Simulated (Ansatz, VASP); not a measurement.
## Cu3O in VASP and in Ansatz

```xyz
4
Lattice="-2.3153 2.3153 2.3153 2.3153 -2.3153 2.3153 2.3153 2.3153 -2.3153" Properties=species:S:1:pos:R:3 pbc="T T T"
Cu    2.3153    0.0000    0.0000
Cu    0.0000    2.3153    0.0000
Cu    0.0000    0.0000    2.3153
O     0.0000    0.0000    0.0000
```

Alike in both runs: functional PBE; k mesh 6 × 6 × 6; occupations gaussian, width 0.1 eV; collinear spin.

Ansatz relaxed the structure, and its values are those at the end. VASP's run is a single point on that final structure, the one shown.

|  | VASP | Ansatz |
| --- | --- | --- |
| version | VASP 6.6.1 | Ansatz 0.2.0 |
| potentials or method | VASP PAW PBE potentials, release 64 (Cu, O) | scalar-relativistic, plane waves, PAW |
| plane-wave cutoff (eV) | 520 | 420 |
| valence electrons in the cell | 39 | 63 |

|  | VASP | Ansatz | Ansatz less VASP |
| --- | --- | --- | --- |
| gap on the k mesh at the Fermi level (eV) | none | none | - |
| pressure (GPa) | 0.1 | -0.1 | -0.22 |
| net moment per atom (μB) | 0.00 | 0.00 | 0.000 |

A gap of «none» marks a metal or a gap that the smearing closes. The two sets of potentials don't hold the same shells in valence. Ansatz warned: «seeded_moment_not_kept».

Caveats: semilocal functionals often make such compounds metallic where correlation or magnetic order opens a gap, which also shifts bond lengths.
